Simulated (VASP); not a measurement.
# WSe2 in VASP: notebook

Aim: see how the results for WSe2 move with the level of theory and the settings. Levels: PBE+D3(BJ), PBE. Tasks: relaxation of the atoms, single point.

Everything below comes from runs of VASP 6.6.1. Logs are shortened: lines on timing, memory, paths and dates and some standing lists are left out, and cuts for length are marked.

## (1) The slab as given

The cell holds a slab with vacuum, 9 atoms: a = 3.290 Å, b = 3.290 Å, c = 34.316 Å, α = 90.00°, β = 90.00°, γ = 120.00°.

## (2) Relaxation of the atoms, PBE+D3(BJ)

The input, INCAR:

```
  PREC = Accurate
  ENCUT = 520
  EDIFF = 1E-7
  ISMEAR = 0
  SIGMA = 0.05
  LREAL = False
  LASPH = True
  NELM = 80
  ALGO = Fast
  ISIF = 2
  LWAVE = False
  LCHARG = False
  LDIPOL = True
  IDIPOL = 3
  DIPOL = 0.5 0.5 0.500
  GGA = PE
  IVDW = 12
  IBRION = 2
  NSW = 100
  EDIFFG = -0.003
```

The input, KPOINTS:

```
regular mesh
0
Gamma
  12 12 1
```

The input, POSCAR:

```
WSe2
1.0
    3.2900000000      0.0000000000      0.0000000000
   -1.6450000000      2.8492235780      0.0000000000
    0.0000000000      0.0000000000     34.3162600000
Se W
6 3
Direct
    0.3333333333      0.6666666666      0.2622663425
    0.3333333333      0.6666666666      0.3597787171
    0.6666666667      0.3333333334      0.4512438127
    0.6666666667      0.3333333334      0.5487561873
    0.3333333333      0.6666666666      0.6402212829
    0.3333333333      0.6666666666      0.7377336575
    0.6666666667      0.3333333334      0.3110225298
    0.3333333333      0.6666666666      0.5000000000
    0.6666666667      0.3333333334      0.6889774702
```

Potentials or basis: VASP PAW PBE potentials, release 64 (Se, W_sv).

Launch:

```sh
$ cat potpaw_PBE.64/Se/POTCAR potpaw_PBE.64/W_sv/POTCAR > POTCAR
$ mpirun -np 1 vasp_std > vasp.out
```

OUTCAR:

```text
PREC = Accurate
   ENCUT = 520
   EDIFF = 1E-7
   ISMEAR = 0
   LREAL = False
   LASPH = True
   NELM = 80
   ISIF = 2
   GGA = PE
   IVDW = 12
   IBRION = 2
   NSW = 100
   EDIFFG = -0.003
 IVDW          = 12

 ion  position               nearest neighbor table
   1  0.333  0.667  0.262-   7 2.53   7 2.53   7 2.53
   2  0.333  0.667  0.360-   7 2.53   7 2.53   7 2.53
   3  0.667  0.333  0.451-   8 2.53   8 2.53   8 2.53
   4  0.667  0.333  0.549-   8 2.53   8 2.53   8 2.53
   5  0.333  0.667  0.640-   9 2.53   9 2.53   9 2.53
   6  0.333  0.667  0.738-   9 2.53   9 2.53   9 2.53
   7  0.667  0.333  0.311-   1 2.53   2 2.53   1 2.53   2 2.53   1 2.53   2 2.53
   8  0.333  0.667  0.500-   3 2.53   4 2.53   3 2.53   4 2.53   3 2.53   4 2.53
   9  0.667  0.333  0.689-   5 2.53   6 2.53   5 2.53   6 2.53   5 2.53   6 2.53

  LATTYP: Found a hexagonal cell.
 ALAT       =     3.2900000000
 C/A-ratio  =    10.4304741641

  Lattice vectors:

 A1 = (   3.2900000000,   0.0000000000,   0.0000000000)
 A2 = (  -1.6450000000,   2.8492235780,   0.0000000000)
 A3 = (   0.0000000000,   0.0000000000,  34.3162600000)

Analysis of symmetry for initial positions (statically):
=====================================================================
 Subroutine PRICEL returns:
 Original cell was already a primitive cell.

 Routine SETGRP: Setting up the symmetry group for a
 hexagonal supercell.

 Subroutine GETGRP returns: Found 12 space group operations
 (whereof 12 operations were pure point group operations)
 out of a pool of 24 trial point group operations.

The static configuration has the point symmetry D_3h.

Analysis of symmetry for dynamics (positions and initial velocities):
=====================================================================
 Subroutine PRICEL returns:
 Original cell was already a primitive cell.

 Routine SETGRP: Setting up the symmetry group for a
 hexagonal supercell.

 Subroutine GETGRP returns: Found 12 space group operations
 (whereof 12 operations were pure point group operations)
 out of a pool of 24 trial point group operations.

The dynamic configuration has the point symmetry D_3h.

 Subroutine INISYM returns: Found 12 space group operations
 (whereof 12 operations are pure point group operations),
 and found     1 'primitive' translations

----------------------------------------------------------------------------------------

                                     Primitive cell

  volume of cell :     321.6788

  direct lattice vectors                    reciprocal lattice vectors
     3.290000000  0.000000000  0.000000000     0.303951368  0.175486404  0.000000000
[... 123 lines left out ...]
   LEPSILON=     F    determine dielectric tensor
   LRPA    =     F    only Hartree local field effects (RPA)
 conjugate gradient relaxation of ions
 non-spin polarized calculation
 RMM-DIIS sequential band-by-band and
 Gauss-broadening in eV      SIGMA  =   0.05
  energy-cutoff  :      520.00
  volume of cell :      321.68
 maximum number of plane-waves:      8736
   NGX = 13   NGY = 13   NGZ =127

--------------------------------------- Ionic step        1  -------------------------------------------

 number of electron      77.9999982 magnetization

 Free energy of the ion-electron system (eV)
  ---------------------------------------------------
  ext. energy  EPLUGINS =         0.00000000
  ---------------------------------------------------
  free energy    TOTEN  =       -64.73971920 eV

  energy without entropy =      -64.73971920  energy(sigma->0) =      -64.73971920

------------------------ aborting loop because EDIFF is reached ----------------------------------------

 Edisp (eV)   -3.78785

 E8    (eV) :    -1.7242
[... 126 lines left out ...]
  FREE ENERGIE OF THE ION-ELECTRON SYSTEM (eV)
  ---------------------------------------------------
  free  energy   TOTEN  =       -68.5357909948 eV

  energy  without entropy=      -68.5357909948  energy(sigma->0) =      -68.53579099

[... ionic steps 4 to 28 ...]

--------------------------------------- Ionic step       29  -------------------------------------------

 number of electron      77.9999992 magnetization

------------------------ aborting loop because EDIFF is reached ----------------------------------------
[... 42 lines left out ...]
--------------------------------------- Ionic step       30  -------------------------------------------

 number of electron      77.9999992 magnetization

 dipolmoment           0.000000      0.000000     -0.000000 electrons x Angstroem

------------------------ aborting loop because EDIFF is reached ----------------------------------------

 Edisp (eV)   -3.82301

 E8    (eV) :    -1.7401
[... 38 lines left out ...]
--------------------------------------- Ionic step       31  -------------------------------------------

 number of electron      77.9999992 magnetization

 dipolmoment           0.000000      0.000000      0.000000 electrons x Angstroem

 Free energy of the ion-electron system (eV)
  ---------------------------------------------------
  ext. energy  EPLUGINS =         0.00000000
  ---------------------------------------------------
  free energy    TOTEN  =       -64.71666923 eV

  energy without entropy =      -64.71666923  energy(sigma->0) =      -64.71666923

 E-fermi :   1.7324     XC(G=0):  -6.3960

 val. band max:        1.4403904046   @ k =   0.0000   0.0000   0.0000
 cond. band min:       2.5316345446   @ k =   0.1667   0.1667   0.0000
 fundamental gap:      1.0912441400
 Fermi energy:         1.7323950478

 k-point     1 :       0.0000    0.0000    0.0000
  band No.  band energies     occupation
      1     -72.8536      2.00000
      2     -72.8505      2.00000
      3     -72.8505      2.00000
      4     -37.0955      2.00000
      5     -37.0919      2.00000
      6     -37.0919      2.00000
[... 920 lines left out ...]
     45       4.4019      0.00000
     46       4.5777      0.00000

------------------------ aborting loop because EDIFF is reached ----------------------------------------

 vacuum level on the upper side and lower side of the slab       (xc-potential included)        -0.043        -0.043

 Edisp (eV)   -3.82307

 E8    (eV) :    -1.7402

  FORCE on cell =-STRESS in cart. coord.  units (eV):
  Direction    XX          YY          ZZ          XY          YZ          ZX
  --------------------------------------------------------------------------------------
  -------------------------------------------------------------------------------------
  Total      -0.56404    -0.56404    -0.07001     0.00000     0.00000     0.00000
  in kB      -2.80930    -2.80930    -0.34870     0.00000     0.00000     0.00000
  external pressure =       -1.99 kB  Pullay stress =        0.00 kB
[... 24 lines left out ...]
  FREE ENERGIE OF THE ION-ELECTRON SYSTEM (eV)
  ---------------------------------------------------
  free  energy   TOTEN  =       -68.5397357853 eV

  energy  without entropy=      -68.5397357853  energy(sigma->0) =      -68.53973579

 reached required accuracy - stopping structural energy minimisation

 vacuum level on the upper side and lower side of the slab         6.222         6.222
```

OSZICAR:

```text
N       E                     dE             d eps       ncg     rms          rms(c)
DAV:   1     0.747419772665E+03    0.74742E+03   -0.41269E+04  2084   0.150E+03
DAV:   2    -0.906360927647E+01   -0.75648E+03   -0.73844E+03  2170   0.375E+02
DAV:   3    -0.653671718923E+02   -0.56304E+02   -0.55293E+02  2142   0.951E+01
[... 307 lines left out ...]
       N       E                     dE             d eps       ncg     rms          rms(c)
DAV:   1    -0.647166675316E+02    0.53357E-04   -0.16929E-04  1800   0.998E-02    0.731E-03
RMM:   2    -0.647166690239E+02   -0.14923E-05   -0.19230E-05  1971   0.229E-02    0.288E-03
RMM:   3    -0.647166692608E+02   -0.23698E-06   -0.29226E-06  1791   0.736E-03    0.173E-03
RMM:   4    -0.647166692273E+02    0.33491E-07   -0.32119E-07  1248   0.261E-03
  31 F= -.68539736E+02 E0= -.68539736E+02  d E =-.892515E-06
```

Run time: 52 min. Hardware: 1 thread of Intel Xeon Platinum 8559C (Emerald Rapids), shared host; peak memory 0.56 GiB.

Results:

```yaml
Free_energy: -68.5397 eV
Energy_gained_by_relaxing: 1.4 meV/atom
Ionic_steps: 31
Band_gap_on_the_k_mesh: 1.09 eV, indirect (least direct gap 1.56 eV)
Dispersion_energy_per_atom: -0.425 eV
```

Step by step:
```tsv
step	energy change (eV)	largest force (eV/Å)	pressure (GPa)
1	0.0000	0.2398	0.29
2	-0.0081	0.0476	-0.25
3	-0.0082	0.0194	-0.33
4	-0.0082	0.0212	-0.32
5	-0.0083	0.0214	-0.32
6	-0.0084	0.0564	-0.32
7	-0.0084	0.1251	-0.31
8	-0.0085	0.0907	-0.32
9	-0.0085	0.0905	-0.32
10	-0.0085	0.0901	-0.32
11	-0.0086	0.0885	-0.32
12	-0.0087	0.0855	-0.31
13	-0.0090	0.0776	-0.31
14	-0.0095	0.0644	-0.31
15	-0.0103	0.0371	-0.30
16	-0.0111	0.0686	-0.28
17	-0.0118	0.0366	-0.25
18	-0.0121	0.0218	-0.20
19	-0.0121	0.0200	-0.21
20	-0.0121	0.0159	-0.20
21	-0.0121	0.0127	-0.20
22	-0.0122	0.0081	-0.20
23	-0.0122	0.0079	-0.19
24	-0.0122	0.0062	-0.19
25	-0.0122	0.0058	-0.20
26	-0.0122	0.0057	-0.20
27	-0.0122	0.0082	-0.20
28	-0.0122	0.0036	-0.20
29	-0.0122	0.0035	-0.20
30	-0.0122	0.0035	-0.20
31	-0.0122	0.0015	-0.20
```

Final structure:
```
Se W
1.0
     3.29000    0.00000    0.00000
    -1.64500    2.84922    0.00000
     0.00000    0.00000   34.31626
Se W
6 3
Direct
  0.33333 0.66667 0.26436
  0.33333 0.66667 0.36254
  0.66667 0.33333 0.45095
  0.66667 0.33333 0.54905
  0.33333 0.66667 0.63746
  0.33333 0.66667 0.73564
  0.66667 0.33333 0.31346
  0.33333 0.66667 0.50000
  0.66667 0.33333 0.68654
```

Levels at points of the mesh, in eV from the valence-band top:
```
           k point  band 37  band 38  band 39  band 40  band 41  band 42
(0.00, 0.00, 0.00)    -0.90    -0.27     0.00     2.67     2.67     2.68
(0.50, 0.00, 0.00)    -1.23    -1.15    -1.05     2.18     2.21     2.22
```

Caveat: spin-orbit coupling is left out, which moves the levels of the heavy elements.

## (3) Single point, PBE

INCAR, as its differences from that of step 2:

```diff
@@ -16,5 +16,4 @@
   GGA = PE
-  IVDW = 12
-  IBRION = 2
-  NSW = 100
-  EDIFFG = -0.003
+  NBANDS = 49
+  LVHAR = True
+  LVACPOTAV = True
```

The input, KPOINTS:

```
regular mesh
0
Gamma
  18 18 1
```

The input, POSCAR:

```
WSe2                                    
1.0
    3.2900000000      0.0000000000      0.0000000000
   -1.6450000000      2.8492235780      0.0000000000
    0.0000000000      0.0000000000     34.3162600000
  Se              W             
     6     3
Direct
     0.3333333332999970    0.6666666666000012    0.2643586131759776
     0.3333333332999970    0.6666666666000012    0.3625361338374044
     0.6666666667000030    0.3333333333999988    0.4509514700016352
     0.6666666667000030    0.3333333333999988    0.5490485299983650
     0.3333333332999970    0.6666666666000012    0.6374638661625958
     0.3333333332999970    0.6666666666000012    0.7356413868240224
     0.6666666667000030    0.3333333333999988    0.3134556539692257
     0.3333333332999970    0.6666666666000012    0.5000000000000000
     0.6666666667000030    0.3333333333999988    0.6865443460307743
```

Potentials or basis: VASP PAW PBE potentials, release 64 (Se, W_sv).

Launch:

```sh
$ cat potpaw_PBE.64/Se/POTCAR potpaw_PBE.64/W_sv/POTCAR > POTCAR
$ mpirun -np 1 vasp_std > vasp.out
```

OUTCAR:

```text
PREC = Accurate
   ENCUT = 520
   EDIFF = 1E-7
   ISMEAR = 0
   LREAL = False
   LASPH = True
   NELM = 80
   ISIF = 2
   GGA = PE

 ion  position               nearest neighbor table
   1  0.333  0.667  0.264-   7 2.54   7 2.54   7 2.54
   2  0.333  0.667  0.363-   7 2.54   7 2.54   7 2.54
   3  0.667  0.333  0.451-   8 2.54   8 2.54   8 2.54
   4  0.667  0.333  0.549-   8 2.54   8 2.54   8 2.54
   5  0.333  0.667  0.637-   9 2.54   9 2.54   9 2.54
   6  0.333  0.667  0.736-   9 2.54   9 2.54   9 2.54
   7  0.667  0.333  0.313-   2 2.54   2 2.54   2 2.54   1 2.54   1 2.54   1 2.54
   8  0.333  0.667  0.500-   3 2.54   4 2.54   3 2.54   4 2.54   3 2.54   4 2.54
   9  0.667  0.333  0.687-   5 2.54   5 2.54   5 2.54   6 2.54   6 2.54   6 2.54

  LATTYP: Found a hexagonal cell.
 ALAT       =     3.2900000000
 C/A-ratio  =    10.4304741641

  Lattice vectors:

 A1 = (   3.2900000000,   0.0000000000,   0.0000000000)
 A2 = (  -1.6450000000,   2.8492235780,   0.0000000000)
 A3 = (   0.0000000000,   0.0000000000,  34.3162600000)

Analysis of symmetry for initial positions (statically):
=====================================================================
 Subroutine PRICEL returns:
 Original cell was already a primitive cell.

 Routine SETGRP: Setting up the symmetry group for a
 hexagonal supercell.

 Subroutine GETGRP returns: Found 12 space group operations
 (whereof 12 operations were pure point group operations)
 out of a pool of 24 trial point group operations.

The static configuration has the point symmetry D_3h.

Analysis of symmetry for dynamics (positions and initial velocities):
=====================================================================
 Subroutine PRICEL returns:
 Original cell was already a primitive cell.

 Routine SETGRP: Setting up the symmetry group for a
 hexagonal supercell.

 Subroutine GETGRP returns: Found 12 space group operations
 (whereof 12 operations were pure point group operations)
 out of a pool of 24 trial point group operations.

[... 148 lines left out ...]
  energy-cutoff  :      520.00
  volume of cell :      321.68
 maximum number of plane-waves:      8736
   NGX = 13   NGY = 13   NGZ =127

 dipolmoment           0.000000      0.000000     -0.000000 electrons x Angstroem

 number of electron      77.9999992 magnetization

 dipolmoment           0.000000      0.000000      0.000000 electrons x Angstroem

 Free energy of the ion-electron system (eV)
  ---------------------------------------------------
  ext. energy  EPLUGINS =         0.00000000
  ---------------------------------------------------
  free energy    TOTEN  =       -64.71669015 eV

  energy without entropy =      -64.71669015  energy(sigma->0) =      -64.71669015

 E-fermi :   1.6414     XC(G=0):  -6.3958

 val. band max:        1.4403858233   @ k =   0.0000   0.0000   0.0000
 cond. band min:       2.5316182552   @ k =   0.1667   0.1667   0.0000
 fundamental gap:      1.0912324319
 Fermi energy:         1.6413618672

 k-point     1 :       0.0000    0.0000    0.0000
  band No.  band energies     occupation
      1     -72.8537      2.00000
      2     -72.8505      2.00000
      3     -72.8505      2.00000
      4     -37.0955      2.00000
      5     -37.0919      2.00000
      6     -37.0919      2.00000
[... 1237 lines left out ...]
     48       4.9303      0.00000
     49       5.2315      0.00000

 [... further k-points ...]

------------------------ aborting loop because EDIFF is reached ----------------------------------------

  FORCE on cell =-STRESS in cart. coord.  units (eV):
  Direction    XX          YY          ZZ          XY          YZ          ZX
  --------------------------------------------------------------------------------------
  -------------------------------------------------------------------------------------
  Total        3.3595242      3.3595242      3.2247964     -0.0000000      0.0000000     -0.0000000
  in kB       16.7326985     16.7326985     16.0616631     -0.0000000      0.0000000     -0.0000000
  external PRESSURE =      16.5090200 kB  Pullay stress =       0.0000000 kB

 VOLUME and BASIS-vectors are now :
 -----------------------------------------------------------------------------
  energy-cutoff  :      520.00
  volume of cell :      321.68
      direct lattice vectors                 reciprocal lattice vectors
     3.290000000  0.000000000  0.000000000     0.303951368  0.175486404  0.000000000
    -1.645000000  2.849223578  0.000000000     0.000000000  0.350972808  0.000000000
     0.000000000  0.000000000 34.316260000     0.000000000  0.000000000  0.029140705

 POSITION                                       TOTAL-FORCE (eV/Angst)
 -----------------------------------------------------------------------------------
     -0.00000      1.89948      9.07180         0.000000      0.000000     -0.127387
     -0.00000      1.89948     12.44088        -0.000000      0.000000     -0.022042
      1.64500      0.94974     15.47497         0.000000     -0.000000      0.003613
      1.64500      0.94974     18.84129         0.000000     -0.000000     -0.003613
     -0.00000      1.89948     21.87538         0.000000     -0.000000      0.022042
     -0.00000      1.89948     25.24446         0.000000      0.000000      0.127387
      1.64500      0.94974     10.75663        -0.000000      0.000000     -0.077806
     -0.00000      1.89948     17.15813        -0.000000     -0.000000      0.000000
      1.64500      0.94974     23.55963        -0.000000      0.000000      0.077806
 -----------------------------------------------------------------------------------
    total drift:                                0.000000     -0.000000      0.000000

  FREE ENERGIE OF THE ION-ELECTRON SYSTEM (eV)
  ---------------------------------------------------
  free  energy   TOTEN  =       -64.7166901479 eV

  energy  without entropy=      -64.7166901479  energy(sigma->0) =      -64.71669015

 vacuum level on the upper side and lower side of the slab         6.261         6.261
```

stdout:

```text
POSCAR found type information on POSCAR SeW
 POSCAR found :  2 types and       9 ions
 scaLAPACK will be used
 LDA part: xc-table for (Slater+PW92), standard interpolation
 POSCAR, INCAR and KPOINTS ok, starting setup
 FFT: planning ... GRIDC
 FFT: planning ... GRID_SOFT
 FFT: planning ... GRID
 WAVECAR not read
 entering main loop
WARNING in EDDRMM: call to ZHEGV failed, returncode =   6  3     41
 -----------------------------------------------------------------------------
|                                                                             |
|           W    W    AA    RRRRR   N    N  II  N    N   GGGG   !!!           |
|           W    W   A  A   R    R  NN   N  II  NN   N  G    G  !!!           |
|           W    W  A    A  R    R  N N  N  II  N N  N  G       !!!           |
|           W WW W  AAAAAA  RRRRR   N  N N  II  N  N N  G  GGG   !            |
|           WW  WW  A    A  R   R   N   NN  II  N   NN  G    G                |
|           W    W  A    A  R    R  N    N  II  N    N   GGGG   !!!           |
|                                                                             |
|     Did not find any points to average over, which means that no vacuum     |
|     field-free region was found. Please increase the size of  your cell     |
|     in the dimension of the dipole correction to obtain accurate            |
|     workfunction values.                                                    |
|                                                                             |
 -----------------------------------------------------------------------------
```

It took 10 min on 1 thread of Intel Xeon Platinum 8559C (Emerald Rapids), shared host; peak memory 0.68 GiB.

Results:

```
Free energy                            : -64.7167 eV
Largest force                          : 0.127 eV/Å
Band gap on the k mesh                 : 1.09 eV, indirect (least direct gap 1.56 eV)
Ionisation potential of the upper face : 4.82 eV
```

Forces on the atoms (eV/Å):
```
Se   0.000  0.000 -0.127
Se   0.000  0.000 -0.022
Se   0.000  0.000  0.004
Se   0.000  0.000 -0.004
Se   0.000  0.000  0.022
Se   0.000  0.000  0.127
W    0.000  0.000 -0.078
W    0.000  0.000  0.000
W    0.000  0.000  0.078
```

Caveat: spin-orbit coupling is left out, which moves the levels of the heavy elements.

(Continued in part 2 of 2.)
